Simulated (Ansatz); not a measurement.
# MoS2 (P-3m1) in Ansatz: a series of runs

The runs below take MoS2 through relaxation of cell and atoms, with PBE, PBE+D3(BJ), PBE+D3(BJ)-ATM, PBE+D4.

All numbers are computed with Ansatz 0.2.0; they aren't measurements. Logs are shortened: lines on timing, memory, paths and dates and some standing lists are left out, and cuts for length are marked.

### 1 Starting point

It takes space group P-3m1 (No. 164, trigonal). The conventional cell has a = 3.227 Å, b = 3.227 Å, c = 6.312 Å, α = 90.00°, β = 90.00°, γ = 120.00°. Around Mo (site symmetry -3m) lie 6 S at 2.42 Å. Around S (site symmetry 3m) lie 3 Mo at 2.42 Å.

Measurements of this composition are mostly on another form, of space group No. 194.

### 2 Relaxation of cell and atoms, PBE

Contents of input.yaml:

```yaml
crystal:
  lattice:
    - [3.2274645616, 0.0, 0.0]
    - [-1.6137322808, 2.7950663001, 0.0]
    - [0.0, 0.0, 6.31247342]
  atoms:
    - { symbol: Mo, position: [0.0, 0.0, 0.5] }
    - { symbol: S, position: [0.6666666667, 0.3333333333, 0.74468068] }
    - { symbol: S, position: [0.3333333333, 0.6666666667, 0.25531932] }
hamiltonian:
  xc: pbe
  pseudopotentials: { kind: paw }
kpoints:
  mp_grid: { grid: [9, 9, 4] }
scf:
  occupations: { method: fermi_dirac, width: 0.05 }
output:
  forces: true
  stress: true
  eigenvalues: true
  write_density: true
  write_potential: true
  elf: true
  volumetric_format: npy
relax:
  f_tol: 0.01
  max_steps: 40
  cell: { stress_tol: 0.05 }
```

Potentials or basis: Ansatz PAW.

Command:

```console
$ ansatz run input.yaml --threads 2 --pin off --max-ram 5632MiB --backend cpu --events-out ev --progress --plain --runs-dir out
```

Log:

```text
Warning: RAYON_NUM_THREADS=2 ignored (pool sized by the plan → 2); use --threads N
Engine: ansatz 0.2.0, aarch64-unknown-linux-gnu
Pseudopotentials: kind: paw
Pseudopotential: Mo, paw, valence charge 14, recommended cutoff 420 eV (normal), Mo.paw.azcp
Pseudopotential: S, paw, valence charge 6, recommended cutoff 420 eV (normal), S.paw.azcp
Functional definition: PBE
  parameter kappa = 0.804
  parameter beta = 0.06672455060314922
  exchange = pbe_x(kappa = kappa, mu = beta*pi^2/3)
  correlation = pbe_c(beta = beta)
Crystal: 3 atoms, lattice volume = 56.945 Å³
Basis set: ecut = 420 eV, 1137 PW (Γ), exchange–correlation on 48×48×90 points (8 copies of the dense FFT grid, shifted against one another)
Bands: 17, of which v1, the nominal top of the filled ones, is band 13 counted from 1 (12 counted from 0)
Symmetry: 12 space group operations
Space group: P-3m1 (ITA 164), of the structure as read, at distance tolerance 3.8e-5 Å
k-points: 43 of 324
Non-local potential: Mo, projectors of the file, l = 0: 3, l = 1: 2, l = 2: 2, l = 3: 1
Non-local potential: S, projectors of the file, l = 0: 2, l = 1: 2, l = 2: 2
PAW form: soft (Blöchl's): semilocal exchange-correlation on the pseudo side does not see the compensation charge
PAW one-centre angular grid: Mo, 590 points (default); XC on 64 Gauss nodes
PAW one-centre angular grid: S, 110 points (default); XC on 64 Gauss nodes
Initial density: superposition of atomic densities (neutral atoms: chi_scale 0, normalization atom), corrected by the library's trained network
Initial wavefunctions: pseudopotential atomic-orbital guess
Functional: x = pbe(κ = 0.804, μ = 0.2195149727645171), c = pbe(β = 0.06672455060314922)
SCF iter   1: F=—  HF=-6761.979080 eV  |F-HF|=—  |Δ(HF+E_count)|=         —  Δρ=6.04e-3  dr2=1.63e-2  ethr=1.77e-3  ⟨swp⟩=6.0  Hψ=4006  notcnv=0
preconditioner: auto → LDOS  [metal: Δε(μ)=0.168 eV  Ē_g=7.825 eV  σ=0.050 eV  W_gap=0.49  n_scr=10 (ndim 8)  ℏωp=20.9 eV  f_vac=0.025  D(μ)=1.10/eV (n_scr^D=2)  β→1.0]
SCF iter   2: F=—  HF=-6761.979353 eV  |F-HF|=—  |Δ(HF+E_count)|=   2.73e-4  Δρ=3.33e-3  dr2=1.25e-2  ethr=6.27e-5  ⟨swp⟩=2.1  Hψ=1724  notcnv=0
SCF iter   3: F=—  HF=-6761.976804 eV  |F-HF|=—  |Δ(HF+E_count)|=   2.55e-3  Δρ=4.04e-4  dr2=1.23e-4  ethr=4.83e-5  ⟨swp⟩=2.0  Hψ=989  notcnv=0
SCF iter   4: F=—  HF=-6761.976809 eV  |F-HF|=—  |Δ(HF+E_count)|=   5.33e-6  Δρ=1.31e-4  dr2=8.87e-6  ethr=4.75e-7  ⟨swp⟩=2.0  Hψ=1135  notcnv=0
SCF iter   5: F=—  HF=-6761.976713 eV  |F-HF|=—  |Δ(HF+E_count)|=   9.62e-5  Δρ=2.14e-5  dr2=1.62e-7  ethr=3.41e-8  ⟨swp⟩=2.0  Hψ=1037  notcnv=0
SCF iter   6: F=-6761.976713 eV  HF=-6761.976713 eV  |F-HF|=2.77e-9  |Δ(HF+E_count)|=   1.39e-7  Δρ=5.65e-6  dr2=1.06e-8  ethr=3.85e-10  ⟨swp⟩=10.0  Hψ=5482  notcnv=0
SCF 1 converged in 6 iterations: F = -6761.976713 eV  dr2 = 1.06e-8
relax step   1: F+E_penalty+E_count = -6761.97671322 eV  Δ(F+E_penalty+E_count) = +0.000e0 eV  max|allowed force component| = 2.836e-1 eV/Å  Δτ_max = 0.0000 Å  P = +1.084 GPa  Ω = 56.945 Å³  (6 SCF iters, dr2 threshold 1.00e-7 eV, accepted)
Crystal: 3 atoms, lattice volume = 56.263 Å³
Basis set: ecut = 420 eV, 1113 PW (Γ), exchange–correlation on 48×48×90 points (8 copies of the dense FFT grid, shifted against one another)
Initial density: handed on by an earlier stage of this run
Initial wavefunctions: those handed on with the density
iter 1 solved again at ethr=3.44e-5 eV; its pass at ethr=3.10e-3 eV (dr2=8.94e-3 eV) is discarded
SCF iter   1: F=—  HF=-6761.986948 eV  |F-HF|=—  |Δ(HF+E_count)|=         —  Δρ=2.79e-3  dr2=1.18e-2  ethr=3.44e-5  ⟨swp⟩=2.0  Hψ=4866  notcnv=0
eigensolver tolerance schedule calibrated: the retry pair's looser diagonalisation under-reported the residual by θ = 0.24 (0.12/decade); ethr = c·dr2/N_el runs at the constant in force after the calibration composes with the one it found (an armed cap, an earlier calibration), c = 6.6e-2
preconditioner: auto → LDOS  [metal: Δε(μ)=0.072 eV  Ē_g=7.786 eV  σ=0.050 eV  W_gap=0.32  n_scr=10 (ndim 8)  ℏωp=21.0 eV  f_vac=0.024  D(μ)=0.95/eV (n_scr^D=2)  β→1.0]
SCF iter   2: F=—  HF=-6761.987331 eV  |F-HF|=—  |Δ(HF+E_count)|=   3.83e-4  Δρ=2.50e-3  dr2=1.39e-2  ethr=2.99e-5  ⟨swp⟩=2.0  Hψ=1204  notcnv=0
[... 83 lines left out ...]
SCF 9 converged in 6 iterations: F = -6761.994957 eV  dr2 = 8.17e-10
relax step   9: F+E_penalty+E_count = -6761.99495734 eV  Δ(F+E_penalty+E_count) = -5.893e-5 eV  max|allowed force component| = 3.394e-3 eV/Å  Δτ_max = 0.0119 Å  P = -0.016 GPa  Ω = 61.017 Å³  energy of the carried Pulay correction = -5.155e-5 eV  (6 SCF iters, dr2 threshold 1.48e-8 eV, accepted)
Crystal: 3 atoms, lattice volume = 61.325 Å³
iter 1 solved again at ethr=2.14e-6 eV; its pass at ethr=3.10e-3 eV (dr2=5.55e-4 eV) is discarded
SCF iter   1: F=—  HF=-6761.994950 eV  |F-HF|=—  |Δ(HF+E_count)|=         —  Δρ=8.17e-4  dr2=5.24e-4  ethr=2.14e-6  ⟨swp⟩=3.0  Hψ=4623  notcnv=0
preconditioner: auto → LDOS  [metal: Δε(μ)=0.091 eV  Ē_g=7.781 eV  σ=0.050 eV  W_gap=0.39  n_scr=10 (ndim 8)  ℏωp=20.1 eV  f_vac=0.124  D(μ)=0.80/eV (n_scr^D=2)  β→1.0]
SCF iter   2: F=—  HF=-6761.994936 eV  |F-HF|=—  |Δ(HF+E_count)|=   1.43e-5  Δρ=6.10e-4  dr2=3.93e-4  ethr=2.01e-6  ⟨swp⟩=2.0  Hψ=1118  notcnv=0
SCF iter   3: F=—  HF=-6761.994867 eV  |F-HF|=—  |Δ(HF+E_count)|=   6.90e-5  Δρ=9.81e-5  dr2=1.05e-5  ethr=1.51e-6  ⟨swp⟩=2.4  Hψ=1051  notcnv=0
SCF iter   4: F=—  HF=-6761.994948 eV  |F-HF|=—  |Δ(HF+E_count)|=   8.10e-5  Δρ=1.74e-5  dr2=4.62e-7  ethr=4.06e-8  ⟨swp⟩=2.1  Hψ=894  notcnv=0
SCF iter   5: F=—  HF=-6761.994947 eV  |F-HF|=—  |Δ(HF+E_count)|=   1.05e-6  Δρ=4.30e-6  dr2=1.88e-8  ethr=1.78e-9  ⟨swp⟩=2.0  Hψ=1053  notcnv=0
SCF iter   6: F=—  HF=-6761.994947 eV  |F-HF|=—  |Δ(HF+E_count)|=   1.61e-9  Δρ=9.89e-7  dr2=3.43e-10  ethr=7.25e-11  ⟨swp⟩=2.0  Hψ=1066  notcnv=0
SCF iter   7: F=-6761.994947 eV  HF=-6761.994947 eV  |F-HF|=4.55e-11  |Δ(HF+E_count)|=  5.60e-10  Δρ=2.48e-7  dr2=2.18e-11  ethr=1.00e-12  ⟨swp⟩=7.2  Hψ=3909  notcnv=0
SCF 10 converged in 7 iterations: F = -6761.994947 eV  dr2 = 2.18e-11
relax step  10: F+E_penalty+E_count = -6761.99494679 eV  Δ(F+E_penalty+E_count) = +1.055e-5 eV  max|allowed force component| = 3.315e-3 eV/Å  Δτ_max = 0.0079 Å  P = +0.027 GPa  Ω = 61.325 Å³  energy of the carried Pulay correction = -8.301e-5 eV  (7 SCF iters, accepted)
iter 1 solved again at ethr=3.39e-7 eV; its pass at ethr=3.10e-3 eV (dr2=8.82e-5 eV) is discarded
SCF iter   1: F=—  HF=-6761.994883 eV  |F-HF|=—  |Δ(HF+E_count)|=         —  Δρ=5.99e-5  dr2=7.65e-8  ethr=3.39e-7  ⟨swp⟩=4.0  Hψ=6420  notcnv=0
eigensolver tolerance schedule: the retry pair's looser diagonalisation over-reported the residual by 1151.21 of it (diagonalisation noise at 0.14 of the residual, at the tolerance the schedule requests for it); recorded, not acted on — ethr = c·dr2/N_el stays at c = 1.0e-1
preconditioner: auto → LDOS  [metal: Δε(μ)=0.090 eV  Ē_g=7.785 eV  σ=0.050 eV  W_gap=0.39  n_scr=10 (ndim 8)  ℏωp=20.1 eV  f_vac=0.124  D(μ)=0.81/eV (n_scr^D=2)  β→1.0]
SCF iter   2: F=—  HF=-6761.995031 eV  |F-HF|=—  |Δ(HF+E_count)|=   1.48e-4  Δρ=3.74e-6  dr2=5.38e-9  ethr=2.94e-10  ⟨swp⟩=2.6  Hψ=1417  notcnv=0
SCF iter   3: F=—  HF=-6761.995031 eV  |F-HF|=—  |Δ(HF+E_count)|=   1.19e-9  Δρ=1.53e-6  dr2=3.16e-9  ethr=2.07e-11  ⟨swp⟩=2.0  Hψ=1294  notcnv=0
SCF iter   4: F=—  HF=-6761.995031 eV  |F-HF|=—  |Δ(HF+E_count)|=  6.21e-10  Δρ=4.66e-7  dr2=7.03e-11  ethr=1.22e-11  ⟨swp⟩=1.5  Hψ=770  notcnv=0
SCF iter   5: F=-6761.995031 eV  HF=-6761.995031 eV  |F-HF|=2.73e-12  |Δ(HF+E_count)|=  4.82e-11  Δρ=7.11e-8  dr2=4.28e-12  ethr=1.00e-12  ⟨swp⟩=7.4  Hψ=3828  notcnv=0
SCF 11 converged in 5 iterations: F = -6761.995031 eV  dr2 = 4.28e-12
relax step  11: F+E_penalty+E_count = -6761.99503114 eV  Δ(F+E_penalty+E_count) = -8.436e-5 eV  max|allowed force component| = 3.298e-3 eV/Å  Δτ_max = 0.0000 Å  P = +0.025 GPa  Ω = 61.325 Å³  stress off target by 2.85e-2 GPa  SCF on the basis re-selected at this cell (its energy is not comparable with the rows above)  (5 SCF iters)
basis re-selected at this cell: Δ(F+E_penalty+E_count) = -8.436e-5 eV, ΔP = -0.002 GPa vs the last step (what re-selecting the basis moved, of the pressure what is left beyond the Pulay correction that the steps carried, after the strain that the cell walked since its last selection, with what the two solves' SCF thresholds leave and, on support functions, any second-order correction that the steps lacked; it is no measure of the basis error at this ecutwfc). This SCF's stress stands 2.85e-2 GPa from its target on what of the cell is left free (relax.cell.stress_tol is 5.00e-2 GPa) and its largest allowed force component is 3.30e-3 eV/Å (relax.f_tol is 1.00e-2 eV/Å): within both
SCF converged after 5 iterations
Free energy (F): -6761.995031 eV
Harris-Foulkes:  -6761.995031 eV  (|F-HF|=2.73e-12)
Internal energy: -6761.987541 eV  (E = F + TS)
E sigma→0 (E₀):  -6761.991286 eV
Entropy (-TS):   -0.007490 eV (-2.497 meV/atom)
Fermi energy:    8.986994 eV
--- Per-component energies (eV) ---
  E_band       = -207.577744
  E_kinetic    = 654.038354
  E_local      = -2500.430607  (includes V_loc(G=0)·N_el)
  E_nonlocal   = 199.371856
  E_hartree    = 998.156045
  E_xc         = -377.445570
  E_vxc        = -403.559759  (∫ρ·V_xc dr)
  E_paw        = -4401.500240  (= ΣΔE_a)
  E_vpaw       = -153.309829  (= ΣTr[D̂ρ^β])
  E_aug_tail   = 0.000048  (compensation charges beyond the density's cutoff)
  E_ewald      = -1334.177426
  E_smearing   = -0.007490  (= −TS)
  E_closure    = -0.000000  (closes the sum)
  Σ components = -6761.995031   (vs F -6761.995031, Δ=0.00e0)
--- Forces (eV/Å), atoms counted from 1 ---
  atom   1  Mo     0.00000000     0.00000000     0.00000000
  atom   2  S     -0.00000000     0.00000000     0.00329811
  atom   3  S      0.00000000    -0.00000000    -0.00329811
  max |Σ_I F_I| component: 2.31e-18 eV/Å
--- Stress (GPa, compression-positive) ---
        0.022978       0.000000      -0.000000
        0.000000       0.022978      -0.000000
        0.000000      -0.000000       0.028506
  P = ⅓ Tr σ = 0.0248 GPa (0.248 kbar)
--- Band table (eV; the first three rows and the last of 43) ---
  k-point 0: bands = ["-52.7462", "-26.7834", "-26.7188", "-26.7188", "-5.7643", "-4.5517", "2.5586", "5.2223", "5.2223", "6.6149", "7.8818", "8.1540", "8.1540", "8.8397", "8.8397", "12.2177", "12.2177"]
  k-point 1: bands = ["-52.7462", "-26.7834", "-26.7188", "-26.7188", "-5.7360", "-4.5988", "2.7205", "5.2233", "5.2233", "6.0952", "8.1533", "8.1533", "8.2572", "8.8308", "8.8308", "12.2394", "12.2394"]
  k-point 2: bands = ["-52.7462", "-26.7834", "-26.7188", "-26.7188", "-5.7053", "-4.6479", "2.9088", "5.2244", "5.2244", "5.6738", "8.1526", "8.1526", "8.5061", "8.8219", "8.8219", "12.2612", "12.2612"]
  k-point 42: bands = ["-52.7059", "-26.9656", "-26.9656", "-26.7030", "-3.6639", "-3.6639", "3.5010", "3.5010", "3.7384", "5.2022", "5.2022", "5.3003", "9.4465", "9.4465", "9.8638", "12.4516", "12.4516"]
--- Relaxed structure (9 steps of the walk, 9 accepted, 2 SCFs on fresh bases) ---
  F+E_penalty+E_count = -6761.99503114 eV   max|allowed force component| = 3.298e-3 eV/Å   (the final SCF, on the basis selected at the relaxed cell)
  cell:  # Å, volume = 61.3248 Å³
    - [3.1923096272154314, -8.61687202427594e-34, -2.585061607282785e-32]
    - [-1.5961548136077157, 2.7646212339141947, 9.296561078194573e-18]
    - [1.685340755233515e-32, 2.0995671802412787e-17, 6.948568198048359]
  atoms:
    - { symbol: Mo, position: [7.703719777548943e-34, 0.0, 0.5] }
    - { symbol: S, position: [0.6666666666666666, 0.3333333333333333, 0.727892413874673] }
    - { symbol: S, position: [0.3333333333333333, 0.6666666666666666, 0.2721075861253267] }
```

Wall time 16 s (2 threads of Arm Neoverse V1, shared host); peak memory 0.36 GiB.

Results:

* Free energy: -6761.9950 eV
* Relaxed volume: 20.44 Å³/atom
* Relaxed cell: a = 3.192 Å, b = 3.192 Å, c = 6.949 Å, α = 90.00°, β = 90.00°, γ = 120.00°
* Space group after relaxing (to 0.05 Å): P-3m1 (No. 164)
* Energy gained by relaxing: 6.1 meV/atom
* Ionic steps: 11
* Pressure after relaxing: 0.0 GPa
* Largest force after relaxing: 0.003 eV/Å
* Band gap on the k mesh: none (metal or under the smearing width)

Forces on the atoms (eV/Å):
```
Mo   0.000  0.000  0.000
S    0.000  0.000  0.003
S    0.000  0.000 -0.003
```

The path:
```
step  energy change (eV)  largest force (eV/Å)  volume (Å³)
   1              0.0000                0.2836        56.94
   2             -0.0086                0.1337        56.26
   3             -0.0136                0.0273        57.46
   4             -0.0160                0.0292        58.58
   5             -0.0173                0.0239        59.80
   6             -0.0175                0.0008        60.15
   7             -0.0175                0.0032        60.49
   8             -0.0182                0.0032        60.49
   9             -0.0182                0.0034        61.02
  10             -0.0182                0.0033        61.32
  11             -0.0183                0.0033        61.32
```

Final structure:
```
Mo S
1.0
     3.19231    0.00000    0.00000
    -1.59615    2.76462    0.00000
     0.00000    0.00000    6.94857
Mo S
1 2
Direct
  0.00000 0.00000 0.50000
  0.66667 0.33333 0.72789
  0.33333 0.66667 0.27211
```

Caveat: the plane-wave basis is chosen anew once the cell has moved, so the energies of steps on either side of that aren't comparable; this functional lacks dispersion, which binds the layers, so the pressure and a relaxed spacing across them are unreliable.

### 3 Relaxation of cell and atoms, PBE+D3(BJ)

Changes to input.yaml since step 2:

```diff
@@ -12,2 +12,3 @@
   pseudopotentials: { kind: paw }
+  dispersion: d3bj
 kpoints:
@@ -20,6 +21,2 @@
   eigenvalues: true
-  write_density: true
-  write_potential: true
-  elf: true
-  volumetric_format: npy
 relax:
```

Potentials or basis: Ansatz PAW.

Command:

```console
$ ansatz run input.yaml --threads 2 --pin off --max-ram 5632MiB --backend cpu --events-out ev --progress --plain --runs-dir out
```

It took 10 s on 2 threads of Arm Neoverse V1, shared host; peak memory 0.36 GiB.

The run converged. Its results:

| Property | Result |
| --- | --- |
| Free energy | -6763.2583 eV |
| Relaxed volume | 16.89 Å³/atom |
| Relaxed cell | a = 3.174 Å, b = 3.174 Å, c = 5.811 Å, α = 90.00°, β = 90.00°, γ = 120.00° |
| Space group after relaxing (to 0.05 Å) | P-3m1 (No. 164) |
| Energy gained by relaxing | 28.2 meV/atom |
| Ionic steps | 8 |
| Pressure after relaxing | 0.0 GPa |
| Band gap on the k mesh | none (metal or under the smearing width) |

Step by step:
```tsv
step	energy change (eV)	largest force (eV/Å)	volume (Å³)
1	0.0000	0.2824	56.94
2	-0.0484	0.2511	49.84
3	-0.0765	0.0553	52.12
4	-0.0818	0.0830	51.50
5	-0.0850	0.0322	50.51
6	-0.0852	0.0012	50.72
7	-0.0852	0.0000	50.68
8	-0.0846	0.0002	50.68
```

Final structure:
```
Mo S
1.0
     3.17350    0.00000    0.00000
    -1.58675    2.74833    0.00000
     0.00000    0.00000    5.81083
Mo S
1 2
Cartesian
  0.0000 0.0000 2.9054
  1.5868 0.9161 4.4794
  0.0000 1.8322 1.3314
```

Levels at points of the mesh, in eV from the Fermi level:
```
            k point  band 11  band 12  band 13  band 14  band 15  band 16
 (0.00, 0.00, 0.00)    -1.21    -0.91    -0.91    -0.15    -0.15     2.96
(0.00, 0.00, -0.50)    -0.93    -0.93    -0.39    -0.39     0.13     3.44
```

Caveat: the plane-wave basis is chosen anew once the cell has moved, so the energies of steps on either side of that aren't comparable.

### 4 Relaxation of cell and atoms, PBE+D3(BJ)-ATM

Changes to input.yaml since step 3:

```diff
@@ -12,3 +12,3 @@
   pseudopotentials: { kind: paw }
-  dispersion: d3bj
+  dispersion: d3bjatm
 kpoints:
```

Command:

```console
$ ansatz run input.yaml --threads 2 --pin off --max-ram 5632MiB --backend cpu --events-out ev --progress --plain --runs-dir out
```

Run time: 9.9 s. Hardware: 2 threads of Arm Neoverse V1, shared host; peak memory 0.35 GiB.

The run converged. Its results:

```yaml
Free_energy: -6763.1609 eV
Relaxed_volume: 17.14 Å³/atom
Relaxed_cell: a = 3.177 Å, b = 3.177 Å, c = 5.880 Å, α = 90.00°, β = 90.00°, γ = 120.00°
Space_group_after_relaxing_to_0.05_Å: P-3m1 (No. 164)
Energy_gained_by_relaxing: 21.4 meV/atom
Ionic_steps: 7
Pressure_after_relaxing: 0.0 GPa
Band_gap_on_the_k_mesh: none (metal or under the smearing width)
```

Step by step:
```csv
step,energy change (eV),largest force (eV/Å),volume (Å³)
1,0.0000,0.2808,56.94
2,-0.0262,0.2736,49.99
3,-0.0583,0.0416,52.83
4,-0.0622,0.0649,52.25
5,-0.0647,0.0411,51.28
6,-0.0648,0.0001,51.41
7,-0.0643,0.0003,51.41
```

Final structure:
```
Mo S
1.0
     3.17724    0.00000    0.00000
    -1.58862    2.75157    0.00000
     0.00000    0.00000    5.88039
Mo S
1 2
Direct
  0.00000 0.00000 0.50000
  0.66667 0.33333 0.76785
  0.33333 0.66667 0.23215
```

Levels at points of the mesh, in eV from the Fermi level:
| k point | band 10 | band 11 | band 12 | band 13 | band 14 | band 15 | band 16 | band 17 |
| --- | --- | --- | --- | --- | --- | --- | --- | --- |
| (0.00, 0.00, 0.00) | -1.42 | -1.32 | -0.91 | -0.91 | -0.16 | -0.16 | 2.99 | 2.99 |
| (0.00, 0.00, -0.50) | -3.88 | -0.92 | -0.92 | -0.36 | -0.36 | 0.07 | 3.41 | 3.41 |

Caveat: the plane-wave basis is chosen anew once the cell has moved, so the energies of steps on either side of that aren't comparable.

### 5 Relaxation of cell and atoms, PBE+D4

Changes to input.yaml since step 4:

```diff
@@ -12,3 +12,3 @@
   pseudopotentials: { kind: paw }
-  dispersion: d3bjatm
+  dispersion: d4
 kpoints:
@@ -21,2 +21,6 @@
   eigenvalues: true
+  write_density: true
+  write_potential: true
+  elf: true
+  volumetric_format: npy
 relax:
```

Command:

```console
$ ansatz run input.yaml --threads 2 --pin off --max-ram 5632MiB --backend cpu --events-out ev --progress --plain --runs-dir out
```

Wall time 12 s (2 threads of Arm Neoverse V1, shared host); peak memory 0.36 GiB.

Results (log left out):

```yaml
Free_energy: -6763.2554 eV
Relaxed_volume: 17.06 Å³/atom
Relaxed_cell: a = 3.178 Å, b = 3.178 Å, c = 5.850 Å, α = 90.00°, β = 90.00°, γ = 120.00°
Space_group_after_relaxing_to_0.05_Å: P-3m1 (No. 164)
Energy_gained_by_relaxing: 23.4 meV/atom
Ionic_steps: 8
Pressure_after_relaxing: 0.0 GPa
Band_gap_on_the_k_mesh: none (metal or under the smearing width)
```

Step by step:
| step | energy change (eV) | largest force (eV/Å) | volume (Å³) |
| --- | --- | --- | --- |
| 1 | 0.0000 | 0.2671 | 56.94 |
| 2 | -0.0339 | 0.2541 | 50.02 |
| 3 | -0.0635 | 0.0495 | 52.58 |
| 4 | -0.0680 | 0.0675 | 51.99 |
| 5 | -0.0707 | 0.0220 | 50.99 |
| 6 | -0.0708 | 0.0015 | 51.21 |
| 7 | -0.0708 | 0.0000 | 51.17 |
| 8 | -0.0702 | 0.0002 | 51.17 |

Final structure:
```yaml
crystal:
  lattice:
    - [3.17793, 0.00000, 0.00000]
    - [-1.58897, 2.75217, 0.00000]
    - [0.00000, 0.00000, 5.85045]
  atoms:
    - { symbol: Mo, position: [0.00000, 0.00000, 0.50000] }
    - { symbol: S, position: [0.66667, 0.33333, 0.76883] }
    - { symbol: S, position: [0.33333, 0.66667, 0.23117] }
```

Levels at points of the mesh, in eV from the Fermi level:
```csv
k point,band 9,band 10,band 11,band 12,band 13,band 14,band 15,band 16,band 17
"(0.00, 0.00, 0.00)",-3.93,-1.42,-1.27,-0.91,-0.91,-0.16,-0.16,2.98,2.98
"(0.00, 0.00, -0.50)",-3.90,-3.90,-0.93,-0.93,-0.38,-0.38,0.10,3.42,3.42
```

Caveat: the plane-wave basis is chosen anew once the cell has moved, so the energies of steps on either side of that aren't comparable.

### 6 Overview

| level | gap on the mesh (eV) | pressure (GPa) | relaxed volume (Å³/atom) |
| --- | --- | --- | --- |
| PBE | none | 0.0 | 20.44 |
| PBE+D3(BJ) | none | 0.0 | 16.89 |
| PBE+D3(BJ)-ATM | none | 0.0 | 17.14 |
| PBE+D4 | none | 0.0 | 17.06 |

Alike in all rows: task relaxation of cell and atoms; potentials or basis Ansatz PAW; no spin polarisation; cell relaxed; k mesh 9 × 9 × 4; cutoff (eV) 420; smearing fermi-dirac 0.05 eV.

Caveats: the plane-wave basis is chosen anew once the cell has moved, so the energies of steps on either side of that aren't comparable; this functional lacks dispersion, which binds the layers, so the pressure and a relaxed spacing across them are unreliable (some runs).

Absolute energies hang on the potentials; compare differences alone.
